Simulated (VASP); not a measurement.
**VASP 6.6.1, PBE single-point calculation, BaO (strained rocksalt)**

INCAR

```
LCHARG = .FALSE.
PREC = Accurate
ENCUT = 520
SIGMA = 0.02
LREAL = .FALSE.
ISMEAR = -1
LASPH = .TRUE.
NBANDS = 15
ISIF = 2
NSW = 0
GGA = PE
EDIFF = 1E-7
NELM = 120
IBRION = -1
LWAVE = .FALSE.
```

KPOINTS

```
KPOINTS created by Atomic Simulation Environment
0
Gamma
8 8 8
0 0 0
```

KPOINTS_OPT

```
special points
7
Reciprocal
0.0000000000 0.0000000000 0.0000000000 1
0.5000000000 0.0000000000 0.5000000000 1
0.6250000000 0.2500000000 0.6250000000 1
0.3750000000 0.3750000000 0.7500000000 1
0.5000000000 0.5000000000 0.5000000000 1
0.5000000000 0.2500000000 0.7500000000 1
0.0000000000 0.5000000000 0.5000000000 1
```

POSCAR

```
Ba O
 1.0000000000000000
     0.0000000000000000    2.7996621084000002    2.7996621084000002
     2.7996621084000002    0.0000000000000000    2.7996621084000002
     2.7996621084000002    2.7996621084000002    0.0000000000000000
 Ba  O
   1   1
Cartesian
  0.0000000000000000  0.0000000000000000  0.0000000000000000
  2.7996621084000002  2.7996621084000002  2.7996621084000002
```

VASP ran with the recommended PBE PAW datasets (16 valence electrons in the cell).

Command

```
mpirun -np 1 vasp_std
```

From OUTCAR

```
k-points           NKPTS =     29   k-points in BZ     NKDIM =     29   number of bands    NBANDS=     15

   NELECT =      16.0000    total number of electrons

   dimension x,y,z NGX =    30 NGY =   30 NGZ =   30
   dimension x,y,z NGXF=    60 NGYF=   60 NGZF=   60

  energy-cutoff  :      520.00
  volume of cell :       43.89
      direct lattice vectors                 reciprocal lattice vectors
     0.000000000  2.799662108  2.799662108    -0.178592980  0.178592980  0.178592980
     2.799662108  0.000000000  2.799662108     0.178592980 -0.178592980  0.178592980
     2.799662108  2.799662108  0.000000000     0.178592980  0.178592980 -0.178592980

 k-points in reciprocal lattice and weights: KPOINTS created by Atomic Simulation Env
   0.00000000  0.00000000  0.00000000       0.002
   0.12500000  0.00000000  0.00000000       0.016
   0.25000000  0.00000000  0.00000000       0.016
   0.37500000  0.00000000  0.00000000       0.016
   0.50000000  0.00000000  0.00000000       0.008
   0.12500000  0.12500000  0.00000000       0.012
   0.25000000  0.12500000  0.00000000       0.047
   0.37500000  0.12500000  0.00000000       0.047
   ...

 E-fermi :   2.1153

 k-point     1 :       0.0000    0.0000    0.0000
  band No.  band energies     occupation
      1     -24.2611      2.00000
      2     -13.2669      2.00000
      3      -8.8330      2.00000
      4      -8.8330      2.00000
      5      -8.8330      2.00000
      6       1.3945      2.00000
      7       1.3945      2.00000
      8       1.3945      2.00000
      9       5.0631      0.00000
     10       6.3528      0.00000
     11       6.3528      0.00000
     12       6.3528      0.00000
     13       8.5379      0.00000
     14       8.5379      0.00000
     15      11.6030      0.00000

 k-point     2 :       0.1250    0.0000    0.0000
  band No.  band energies     occupation
      1     -24.2296      2.00000
      2     -13.3613      2.00000
      3      -8.8672      2.00000
      4      -8.8501      2.00000
      5      -8.8501      2.00000
      6       1.0651      2.00000
      7       1.2064      2.00000
      8       1.2064      2.00000
      9       5.6896      0.00000
     10       6.2352      0.00000
     11       6.6315      0.00000
     12       6.6315      0.00000
     13       8.9146      0.00000
     14       8.9146      0.00000
     15      12.5232      0.00000

 k-point     3 :       0.2500    0.0000    0.0000
  band No.  band energies     occupation
      1     -24.1521      2.00000
      2     -13.5902      2.00000
      3      -8.9442      2.00000
      4      -8.8907      2.00000
      5      -8.8907      2.00000
      6       0.4542      2.00000
      7       0.8039      2.00000
      8       0.8039      2.00000
      9       6.1192      0.00000
     10       7.2573      0.00000
     11       7.3833      0.00000
     12       7.3833      0.00000
     13       9.8531      0.00000
     14       9.8531      0.00000
     15      14.4994      0.00000

 k-point     4 :       0.3750    0.0000    0.0000
  band No.  band energies     occupation
      1     -24.0721      2.00000
      2     -13.8199      2.00000
      3      -9.0137      2.00000
      4      -8.9300      2.00000
      5      -8.9300      2.00000
      6      -0.0339      2.00000
      7       0.4547      2.00000
      8       0.4547      2.00000
      9       6.3694      0.00000
     10       8.2846      0.00000
     11       8.2846      0.00000
     12       8.8778      0.00000
     13      11.0463      0.00000
     14      11.0463      0.00000
     15      15.2441      0.00000

 k-point     5 :       0.5000    0.0000    0.0000
  band No.  band energies     occupation
      1     -24.0382      2.00000
      2     -13.9153      2.00000
      3      -9.0405      2.00000
      4      -8.9460      2.00000
      5      -8.9460      2.00000
      6      -0.2152      2.00000
      7       0.3219      2.00000
      8       0.3219      2.00000
      9       6.5465      0.00000
     10       8.7133      0.00000
     11       8.7133      0.00000
     12       9.6606      0.00000
     13      11.9084      0.00000
     14      11.9084      0.00000
     15      14.9500      0.00000

 k-point     6 :       0.1250    0.1250    0.0000
  band No.  band energies     occupation
      1     -24.2194      2.00000
      2     -13.3764      2.00000
      3      -8.9140      2.00000
      4      -8.9140      2.00000
      5      -8.8062      2.00000
      6       0.7490      2.00000
      7       1.3668      2.00000
      8       1.3668      2.00000
      9       5.7295      0.00000
     10       5.7324      0.00000
     11       6.9597      0.00000
     12       6.9597      0.00000
     13       8.7456      0.00000
     14       9.2817      0.00000
     15      12.7872      0.00000

 k-point     7 :       0.2500    0.1250    0.0000
  band No.  band energies     occupation
      1     -24.1578      2.00000
      2     -13.5239      2.00000
      3      -8.9996      2.00000
      4      -8.9869      2.00000
      5      -8.8794      2.00000
      6       0.3978      2.00000
      7       1.1072      2.00000
      8       1.1841      2.00000
      9       5.4911      0.00000
     10       6.6116      0.00000
     11       7.6544      0.00000
     12       7.7169      0.00000
     13       9.3308      0.00000
     14      10.0391      0.00000
     15      14.4097      0.00000

 k-point     8 :       0.3750    0.1250    0.0000
  band No.  band energies     occupation
      1     -24.0790      2.00000
      2     -13.7203      2.00000
      3      -9.0757      2.00000
      4      -9.0266      2.00000
      5      -9.0158      2.00000
      6       0.2091      2.00000
      7       0.6530      2.00000
      8       0.8157      2.00000
      9       5.8253      0.00000
     10       7.5651      0.00000
     11       8.5502      0.00000
     12       8.7563      0.00000
     13      10.5529      0.00000
     14      10.9360      0.00000
     15      15.4598      0.00000

 k-point     9 :       0.5000    0.1250    0.0000
  band No.  band energies     occupation
      1     -24.0296      2.00000
      2     -13.8474      2.00000
      3      -9.1772      2.00000
      4      -9.0591      2.00000
      5      -9.0111      2.00000
      6       0.0665      2.00000
      7       0.4992      2.00000
      8       0.5005      2.00000
      9       6.4196      0.00000
     10       7.8595      0.00000
     11       8.9320      0.00000
     12       9.7470      0.00000
     13      11.7000      0.00000
     14      12.0294      0.00000
     15      14.3199      0.00000

 k-point    10 :      -0.3750    0.1250    0.0000
  band No.  band energies     occupation
      1     -24.0406      2.00000
      2     -13.8281      2.00000
      3      -9.2255      2.00000
      4      -9.0122      2.00000
      5      -8.9493      2.00000
      6       0.0055      2.00000
      7       0.3806      2.00000
      8       0.7407      2.00000
      9       6.4745      0.00000
     10       7.8785      0.00000
     11       8.4866      0.00000
     12       9.4219      0.00000
     13      11.3498      0.00000
     14      12.1167      0.00000
     15      14.2360      0.00000

 k-point    11 :      -0.2500    0.1250    0.0000
  band No.  band energies     occupation
      1     -24.1050      2.00000
      2     -13.6763      2.00000
      3      -9.1574      2.00000
      4      -8.9348      2.00000
      5      -8.8758      2.00000
      6       0.1993      2.00000
      7       0.5079      2.00000
      8       1.1057      2.00000
      9       6.0822      0.00000
     10       7.3752      0.00000
     11       7.5662      0.00000
     12       8.4388      0.00000
     13      10.5298      0.00000
     14      10.5543      0.00000
     15      15.4166      0.00000

 k-point    12 :      -0.1250    0.1250    0.0000
  band No.  band energies     occupation
      1     -24.1830      2.00000
      2     -13.4841      2.00000
      3      -9.0037      2.00000
      4      -8.8718      2.00000
      5      -8.8342      2.00000
      6       0.6115      2.00000
      7       0.8359      2.00000
      8       1.3262      2.00000
      9       5.9777      0.00000
     10       6.3605      0.00000
     11       6.8484      0.00000
     12       7.5098      0.00000
     13       9.3099      0.00000
     14       9.6362      0.00000
     15      13.7759      0.00000

 k-point    13 :       0.2500    0.2500    0.0000
  band No.  band energies     occupation
      1     -24.1191      2.00000
      2     -13.5207      2.00000
      3      -9.1038      2.00000
      4      -9.1038      2.00000
      5      -9.0831      2.00000
      6       0.4139      2.00000
      7       1.3830      2.00000
      8       1.3830      2.00000
      9       4.7107      0.00000
     10       6.7302      0.00000
     11       8.4856      0.00000
     12       8.4856      0.00000
     13       9.3149      0.00000
     14      10.3308      0.00000
     15      15.4691      0.00000

 ...

  Total        0.1556061      0.1556061      0.1556061     -0.0000000      0.0000000      0.0000000
  in kB        5.6805483      5.6805483      5.6805483     -0.0000000      0.0000000      0.0000000
  external PRESSURE =       5.6805483 kB  Pullay stress =       0.0000000 kB

 POSITION                                       TOTAL-FORCE (eV/Angst)
 -----------------------------------------------------------------------------------
      0.00000      0.00000      0.00000        -0.000000      0.000000      0.000000
      2.79966      2.79966      2.79966         0.000000     -0.000000     -0.000000
 -----------------------------------------------------------------------------------
    total drift:                                0.000000      0.000000      0.000000

  FREE ENERGIE OF THE ION-ELECTRON SYSTEM (eV)
  ---------------------------------------------------
  free  energy   TOTEN  =       -11.8088576402 eV

  energy  without entropy=      -11.8088576402  energy(sigma->0) =      -11.80885764
```

The gap between bands v and c is 2.08 eV, the least direct gap is 2.08 eV and the pressure is 0.6 GPa.

Band v is the last that the valence electrons fill when counted band by band, and c is the next.

The run took about 22 s on one core of a shared host (Intel Xeon Platinum 8488C) and held 0.19 GiB at most.
